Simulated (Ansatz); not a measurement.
LiCl (NiAs type) (r2SCAN geometry), in Ansatz:

```cif
data_structure
_symmetry_space_group_name_H-M 'P 1'
_symmetry_Int_Tables_number 1
_cell_length_a 3.5749
_cell_length_b 3.5749
_cell_length_c 6.0241
_cell_angle_alpha 90.000
_cell_angle_beta 90.000
_cell_angle_gamma 120.000
_cell_volume 66.67
loop_
_atom_site_label
_atom_site_type_symbol
_atom_site_fract_x
_atom_site_fract_y
_atom_site_fract_z
_atom_site_occupancy
Li1 Li 0.00000 0.00000 0.00000 1
Li2 Li 0.00000 0.00000 0.50000 1
Cl1 Cl 0.33333 0.66667 0.25000 1
Cl2 Cl 0.66667 0.33333 0.75000 1
```

G0W0@PBE with 250 empty bands, a screening cutoff of 140 eV and a 6×6×2 mesh (PAW, contour deformation) gives 8.806 eV over the mesh points, from a PBE gap of 6.353 eV; it sums over 260 bands with 245 plane waves in the screening and a wave cutoff of 420 eV. No extrapolation in bands, cutoff or mesh was made for G0W0. No spin polarisation and no zero-point or thermal motion; the cell was built from a prototype and may be hypothetical.

Q: Estimate the gap with mesh 6×6×4, empty bands 108, screening cutoff 80 eV.

A: 8.634 eV (-0.172 eV), from a Kohn-Sham gap of 6.353 eV.

Q: Estimate the gap with starting point r2SCAN.

A: 9.264 eV (+0.458 eV), from a Kohn-Sham gap of 7.250 eV.

Q: Another run gave a Kohn-Sham gap of 6.353 eV and a G0W0 gap of 8.635 eV, summing over 118 bands with 111 plane waves in the screening and a wave cutoff of 420 eV. What was changed?

A: Empty bands 108, screening cutoff 80 eV. The counts of bands and plane waves show it.

Q: Estimate the gap with empty bands 460, screening cutoff 210 eV.

A: 8.898 eV (+0.092 eV), from a Kohn-Sham gap of 6.353 eV.
